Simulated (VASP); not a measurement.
# Ru (Im-3m) in VASP: notebook

Runs on Ru. Level: PBE. Tasks: single point.

Everything below comes from runs of VASP 6.6.1. Logs are shortened: lines on timing, memory, paths and dates and some standing lists are left out, and cuts for length are marked.

**1. Starting point**

The structure is cubic, space group Im-3m (No. 229). The conventional cell has a = 3.053 Å, b = 3.053 Å, c = 3.053 Å, α = 90.00°, β = 90.00°, γ = 90.00°. Ru (site symmetry m-3m) is surrounded by 8 Ru at 2.64 Å.

The cell was built by a generator and needn't be a form met in nature.

**2. Single point, PBE**

Contents of INCAR:

```
PREC = Accurate
ENCUT = 520
EDIFF = 1E-6
ISMEAR = 0
SIGMA = 0.05
LREAL = F
LASPH = T
NELM = 60
ALGO = Fast
ISIF = 2
LWAVE = F
LCHARG = F
GGA = PE
NBANDS = 13
```

Contents of KPOINTS:

```
regular mesh
0
Gamma
  20 20 20
```

Contents of POSCAR:

```
Ru
1.0
   -1.5267416221      1.5267416221      1.5267416221
    1.5267416221     -1.5267416221      1.5267416221
    1.5267416221      1.5267416221     -1.5267416221
Ru
1
Direct
    0.0000000000      0.0000000000      0.0000000000
```

Potentials or basis: VASP PAW PBE potentials, release 64 (Ru_pv).

Started as:

```sh
$ cat potpaw_PBE.64/Ru_pv/POTCAR > POTCAR
$ mpirun -np 1 vasp_std > vasp.out
```

OUTCAR:

```text
PREC = Accurate
   ENCUT = 520
   EDIFF = 1E-6
   ISMEAR = 0
   LREAL = F
   LASPH = T
   NELM = 60
   ISIF = 2
   GGA = PE

 ion  position               nearest neighbor table
   1  0.000  0.000  0.000-

  LATTYP: Found a body centered cubic cell.
 ALAT       =     3.0534832442

  Lattice vectors:

 A1 = (  -1.5267416221,   1.5267416221,   1.5267416221)
 A2 = (   1.5267416221,  -1.5267416221,   1.5267416221)
 A3 = (   1.5267416221,   1.5267416221,  -1.5267416221)

Analysis of symmetry for initial positions (statically):
=====================================================================
 Subroutine PRICEL returns:
 Original cell was already a primitive cell.

 Routine SETGRP: Setting up the symmetry group for a
 body centered cubic supercell.

 Subroutine GETGRP returns: Found 48 space group operations
 (whereof 48 operations were pure point group operations)
 out of a pool of 48 trial point group operations.

The static configuration has the point symmetry O_h .

Analysis of symmetry for dynamics (positions and initial velocities):
=====================================================================
 Subroutine PRICEL returns:
 Original cell was already a primitive cell.

 Routine SETGRP: Setting up the symmetry group for a
 body centered cubic supercell.

 Subroutine GETGRP returns: Found 48 space group operations
 (whereof 48 operations were pure point group operations)
 out of a pool of 48 trial point group operations.

The dynamic configuration has the point symmetry O_h .

 Subroutine INISYM returns: Found 48 space group operations
 (whereof 48 operations are pure point group operations),
 and found     1 'primitive' translations

----------------------------------------------------------------------------------------

                                     Primitive cell

  volume of cell :      14.2350

  direct lattice vectors                    reciprocal lattice vectors
    -1.526741622  1.526741622  1.526741622     0.000000000  0.327494838  0.327494838
     1.526741622 -1.526741622  1.526741622     0.327494838  0.000000000  0.327494838
     1.526741622  1.526741622 -1.526741622     0.327494838  0.327494838  0.000000000

  length of vectors
     2.644394060  2.644394060  2.644394060     0.463147641  0.463147641  0.463147641

  position of ions in fractional coordinates (direct lattice)
     0.000000000  0.000000000  0.000000000

  ion indices of the primitive-cell ions
   primitive index   ion index
                 1           1

----------------------------------------------------------------------------------------

 KPOINTS: regular mesh

Automatic generation of k-mesh.
 Grid dimensions read from file:
 generate k-points for:   20   20   20

 Generating k-lattice:

  Cartesian coordinates                     Fractional coordinates (reciprocal lattice)
     0.000000000  0.016374742  0.016374742     0.050000000  0.000000000  0.000000000
     0.016374742  0.000000000  0.016374742     0.000000000  0.050000000  0.000000000
     0.016374742  0.016374742  0.000000000     0.000000000  0.000000000  0.050000000

  Length of vectors
     0.023157382  0.023157382  0.023157382

  Shift w.r.t. Gamma in fractional coordinates (k-lattice)
     0.000000000  0.000000000  0.000000000

 Subroutine IBZKPT returns following result:
 ===========================================

 Found    256 irreducible k-points:

 Following reciprocal coordinates:
            Coordinates               Weight
  0.000000  0.000000  0.000000      1.000000
  0.050000  0.000000  0.000000     12.000000
  0.100000  0.000000  0.000000     12.000000
  0.150000  0.000000  0.000000     12.000000
  0.200000  0.000000  0.000000     12.000000
  0.250000  0.000000  0.000000     12.000000
[... 16 lines left out ...]
  0.200000  0.100000  0.000000     48.000000
  0.250000  0.100000  0.000000     48.000000
 [... further k-points ...]
   k-points           NKPTS =    256   k-points in BZ     NKDIM =    256   number of bands    NBANDS=     13
   number of dos      NEDOS =    301   number of ions     NIONS =      1
   total plane-waves  NPLWV =   8000
   dimension x,y,z NGX =    20 NGY =   20 NGZ =   20
   dimension x,y,z NGXF=    40 NGYF=   40 NGZF=   40
   ions per type =               1
   NGX,Y,Z   is equivalent  to a cutoff of  12.57, 12.57, 12.57 a.u.
   NGXF,Y,Z  is equivalent  to a cutoff of  25.15, 25.15, 25.15 a.u.
 SYSTEM =  unknown system
   PREC   = accura    normal or accurate (medium, high low for compatibility)
   ISTART =      0    job   : 0-new  1-cont  2-samecut
   ICHARG =      2    charge: 1-file 2-atom 10-const
   ISPIN  =      1    spin polarized calculation?
   LNONCOLLINEAR =      F non collinear calculations
   LSORBIT =      F    spin-orbit coupling
   LASPH  =      T    aspherical Exc in radial PAW
   ENCUT  =  520.0 eV  38.22 Ry    6.18 a.u.   4.92  4.92  4.92*2*pi/ulx,y,z
   NELM   =     60;   NELMIN=  2; NELMDL= -5     # of ELM steps
   EDIFF  = 0.1E-05   stopping-criterion for ELM
   LREAL  =      F    real-space projection
   EDIFFG = 0.1E-04   stopping-criterion for IOM
   NSW    =      0    number of steps for IOM
   IBRION =     -1    ionic relax: 0-MD 1-quasi-New 2-CG
   NFREE  =      0    steps in history (QN), initial steepest desc. (CG)
   ISIF   =      2    stress and relaxation
   ISYM   =      2    0-nonsym 1-usesym 2-fastsym
   POTIM  = 0.5000    time-step for ionic-motion
   TEBEG  =    0.0;   TEEND  =   0.0 temperature during run
   PSTRESS=    0.0 pullay stress
   NELECT =      14.0000    total number of electrons
   NUPDOWN=      -1.0000    fix difference up-down
   EMIN   =  10.00;   EMAX   =-10.00  energy-range for DOS
   EFERMI =   0.00;   METHOD = LEGACY
   ISMEAR =     0;   SIGMA  =   0.05  broadening in eV -4-tet -1-fermi 0-gaus
   EFERMI_NEDOS =   21; number of points for ismear=-14 and -15
   IALGO  =     68    algorithm
   IMIX   =      4    mixing-type and parameters
     AMIX     =   0.40;   BMIX     =  1.00
     AMIX_MAG =   1.60;   BMIX_MAG =  1.00
  volume/ion in A,a.u.               =      14.23        96.06
  Fermi-wavevector in a.u.,A,eV,Ry     =   1.628041  3.076551 36.062474  2.650517
  Thomas-Fermi vector in A             =   2.720737
   LORBIT       =      0    0 simple, 1 ext, 2 COOP (PROOUT), +10 PAW based schemes
   GGA     = PE    functional components
   LHFCALC =     F    Hartree Fock is set to
   AEXX    =    0.0000 exact exchange contribution
   IVDW    =     0    specifies the selected vdW correction
   LEPSILON=     F    determine dielectric tensor
   LRPA    =     F    only Hartree local field effects (RPA)
 non-spin polarized calculation
 RMM-DIIS sequential band-by-band and
 Gauss-broadening in eV      SIGMA  =   0.05
  energy-cutoff  :      520.00
  volume of cell :       14.23
 maximum number of plane-waves:       398
   NGX =  9   NGY =  9   NGZ =  9

 number of electron      14.0000005 magnetization

 Free energy of the ion-electron system (eV)
  ---------------------------------------------------
  ext. energy  EPLUGINS =         0.00000000
  ---------------------------------------------------
  free energy    TOTEN  =        -8.60593093 eV

  energy without entropy =       -8.60298569  energy(sigma->0) =       -8.60445831

 E-fermi :  12.1408     XC(G=0): -13.8163

 val. band max:       12.1394468936   @ k =   0.4000   0.1500   0.0500
 cond. band min:      12.1558813690   @ k =   0.1500   0.0500   0.0000
 fundamental gap:      0.0164344754
 Fermi energy:        12.1407630148

 k-point     1 :       0.0000    0.0000    0.0000
  band No.  band energies     occupation
      1     -30.4055      2.00000
      2     -30.4055      2.00000
      3     -30.4055      2.00000
      4       4.2892      2.00000
      5       9.4243      2.00000
      6       9.4243      2.00000
      7       9.4243      2.00000
      8      12.0614      1.97522
      9      12.0614      1.97522
     10      22.7142      0.00000
     11      29.2838      0.00000
     12      29.2838      0.00000
     13      29.2838      0.00000

 k-point     2 :       0.0500    0.0000    0.0000
  band No.  band energies     occupation
      1     -30.4292      2.00000
      2     -30.4131      2.00000
      3     -30.4055      2.00000
      4       4.3976      2.00000
      5       9.3749      2.00000
      6       9.4216      2.00000
      7       9.5163      2.00000
      8      11.9952      1.99996
      9      12.0643      1.96935
     10      22.7142      0.00000
     11      29.3430      0.00000
     12      29.3972      0.00000
     13      29.4509      0.00000

 k-point     3 :       0.1000    0.0000    0.0000
  band No.  band energies     occupation
      1     -30.4978      2.00000
      2     -30.4352      2.00000
      3     -30.4057      2.00000
      4       4.7114      2.00000
      5       9.2342      2.00000
      6       9.4070      2.00000
      7       9.7886      2.00000
      8      11.8335      2.00000
      9      12.0749      1.93758
     10      22.7142      0.00000
     11      29.4710      0.00000
     12      29.6486      0.00000
     13      29.9412      0.00000
[... 305 lines left out ...]
 k-point    23 :       0.2000    0.1000    0.0000
  band No.  band energies     occupation
      1     -30.9064      2.00000
      2     -30.5612      2.00000
      3     -30.4377      2.00000
      4       6.4966      2.00000
      5       8.5483      2.00000
      6       9.1146      2.00000
      7      11.4323      2.00000
      8      12.0177      1.99950
      9      12.3906      0.00000
     10      22.7140      0.00000
     11      28.3585      0.00000
     12      28.7006      0.00000
     13      32.3064      0.00000

 k-point    24 :       0.2500    0.1000    0.0000
  band No.  band energies     occupation
      1     -31.0305      2.00000
      2     -30.6152      2.00000
      3     -30.4395      2.00000
      4       6.7166      2.00000
      5       8.3008      2.00000
      6       9.5107      2.00000
      7      11.5553      2.00000
      8      12.4204      0.00000
      9      12.9786      0.00000
     10      22.7139      0.00000
     11      26.8825      0.00000
     12      27.9029      0.00000
     13      32.5943      0.00000

 [... further k-points ...]

------------------------ aborting loop because EDIFF is reached ----------------------------------------

  FORCE on cell =-STRESS in cart. coord.  units (eV):
  Direction    XX          YY          ZZ          XY          YZ          ZX
  --------------------------------------------------------------------------------------
  -------------------------------------------------------------------------------------
  Total       -0.0158893     -0.0158893     -0.0158893      0.0000000      0.0000000     -0.0000000
  in kB       -1.7883753     -1.7883753     -1.7883753      0.0000000      0.0000000     -0.0000000
  external PRESSURE =      -1.7883753 kB  Pullay stress =       0.0000000 kB

 VOLUME and BASIS-vectors are now :
 -----------------------------------------------------------------------------
  energy-cutoff  :      520.00
  volume of cell :       14.23
      direct lattice vectors                 reciprocal lattice vectors
    -1.526741622  1.526741622  1.526741622     0.000000000  0.327494838  0.327494838
     1.526741622 -1.526741622  1.526741622     0.327494838  0.000000000  0.327494838
     1.526741622  1.526741622 -1.526741622     0.327494838  0.327494838  0.000000000

 POSITION                                       TOTAL-FORCE (eV/Angst)
 -----------------------------------------------------------------------------------
      0.00000      0.00000      0.00000         0.000000     -0.000000      0.000000
 -----------------------------------------------------------------------------------
    total drift:                                0.000000     -0.000000     -0.000000

  FREE ENERGIE OF THE ION-ELECTRON SYSTEM (eV)
  ---------------------------------------------------
  free  energy   TOTEN  =        -8.6059309272 eV

  energy  without entropy=       -8.6029856935  energy(sigma->0) =       -8.60445831
```

Run time: 64 s. Hardware: 1 thread of AMD EPYC, shared host; peak memory 0.12 GiB.

What came out:

```
Free energy            : -8.6059 eV
Pressure               : -0.2 GPa
Band gap on the k mesh : none (metal or under the smearing width)
```

(Continued in part 2 of 2.)
